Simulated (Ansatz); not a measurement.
Ru:

```
Ru
1.0
     2.70580    0.00000    0.00000
    -1.35290    2.34329    0.00000
     0.00000    0.00000    4.28190
Ru
2
Direct
  0.66667 0.33333 0.75000
  0.33333 0.66667 0.25000
```

Program: Ansatz 0.2.0. Alike in all runs: cell as given; k mesh 11 × 11 × 6; smearing fermi-dirac 0.05 eV. Hardware: 2 threads of Arm Neoverse V2, on a shared host.

Task: Order these runs on this cell by their wall time, lowest first.
A. task single point; level PBE; potentials or basis Ansatz PAW; spin off; cutoff (eV) 500
B. task band structure; level LDA; potentials or basis Ansatz PAW; spin SOC, no magnetisation; cutoff (eV) 420; points for each segment of the path 14
C. task band structure; level LDA; potentials or basis PseudoDojo standard (LDA files); spin off; cutoff (eV) 1197; points for each segment of the path 14

Result: A (1.2 s), C (8.2 s), B (21 s).
